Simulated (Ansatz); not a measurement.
# CoSi2: the crystal squeezed far

Aim: compress CoSi2 (MoSi2 type) step by step, far beyond the usual range, and follow pressure and electronic structure. Methods of the runs shown: PAW.

Method: DFT, PBE, PAW with Ansatz's default frozen-core files, scalar-relativistic, in Ansatz 0.2.0.

### Step 1. Starting point

Symmetry: I4/mmm, No. 139, tetragonal system. The conventional cell has a = 2.955 Å, b = 2.955 Å, c = 7.239 Å, α = 90.00°, β = 90.00°, γ = 90.00°. Around Co (site symmetry 4/mmm) lie 10 Si at 2.41 to 2.43 Å. Around Si (site symmetry 4mm) lie 5 Si at 2.39 to 2.42 Å and 5 Co at 2.41 to 2.43 Å.

As a file:

```cif
data_structure
_symmetry_space_group_name_H-M 'I4/mmm'
_symmetry_Int_Tables_number 139
_cell_length_a 2.9548
_cell_length_b 2.9548
_cell_length_c 7.2393
_cell_angle_alpha 90.000
_cell_angle_beta 90.000
_cell_angle_gamma 90.000
_cell_volume 63.21
loop_
_atom_site_label
_atom_site_type_symbol
_atom_site_symmetry_multiplicity
_atom_site_Wyckoff_symbol
_atom_site_fract_x
_atom_site_fract_y
_atom_site_fract_z
_atom_site_occupancy
Co1 Co 2 a 0.00000 0.00000 0.00000 1
Si1 Si 4 e 0.00000 0.00000 0.33500 1
```

The file gives the conventional cell by its symmetry; the runs use the cell typed in the input.

Whether this phase is the stable one at these pressures isn't tested.

Atoms are numbered in the order of the input: Co1, Si2, Si3.

### Step 2. Cell relaxed at zero pressure, PAW

input.yaml

```yaml
crystal:
  lattice:
    - [-1.4774060651, 1.4774060651, 3.6196448595]
    - [1.4774060651, -1.4774060651, 3.6196448595]
    - [1.4774060651, 1.4774060651, -3.6196448595]
  atoms:
    - { symbol: Co, position: [0.0, 0.0, 0.0] }
    - { symbol: Si, position: [0.335, 0.335, 0.0] }
    - { symbol: Si, position: [-0.335, -0.335, 0.0] }
kpoints:
  mp_grid: { grid: [14, 14, 14] }
scf:
  occupations: { method: fermi_dirac, width: 0.05 }
hamiltonian:
  xc: pbe
  pseudopotentials: { kind: paw }
output:
  forces: true
  stress: true
relax:
  f_tol: 0.005
  max_steps: 40
  cell: {}
```

On the command line:

```
$ ansatz run input.yaml --threads 1 --pin off --max-ram 3072MiB --backend cpu --events-out ev --progress --plain --runs-dir out
```

After this run come: Volume scaled by 1, PAW; Volume scaled by 1, PAW (partial_waves polarizable); Shape and atoms relaxed at 0.94 of the volume, PAW; Volume scaled by 0.94, PAW; Shape and atoms relaxed at 0.88 of the volume, PAW; Volume scaled by 0.88, PAW; Shape and atoms relaxed at 0.8 of the volume, PAW; Volume scaled by 0.8, PAW; Shape and atoms relaxed at 0.72 of the volume, PAW; Volume scaled by 0.72, PAW; Shape and atoms relaxed at 0.62 of the volume, PAW; Volume scaled by 0.62, PAW; Volume scaled by 0.62, PAW (cutoff 300 eV).

What does the calculation give? Wanted: PAW pressure at 0.62 of the volume; fitted bulk modulus at zero pressure.

As calculated:

| quantity | value |
| --- | --- |
| PAW pressure at 0.62 of the volume | 229.5 GPa |
| PAW (cutoff 300 eV) pressure at 0.62 of the volume | 228.1 GPa |
| fitted bulk modulus at zero pressure (PAW) | 178 GPa |
| its pressure derivative | 4.15 |

What this shows: By PAW the pressure climbs to 229 GPa at 0.62 of the first volume. One third-order Birch-Murnaghan curve follows these points (B₀ = 178 GPa, B′ = 4.15, misfit at most 0.62 GPa). A fit over so wide a range leans to the high pressures, so B₀ can be off by several per cent. No all-electron run checks these rows here, and frozen cores can fail under such compression. The ions are at rest, and the electrons smeared by 0.05 eV. Spin polarisation is left out here, though a magnetic state may lie well lower.
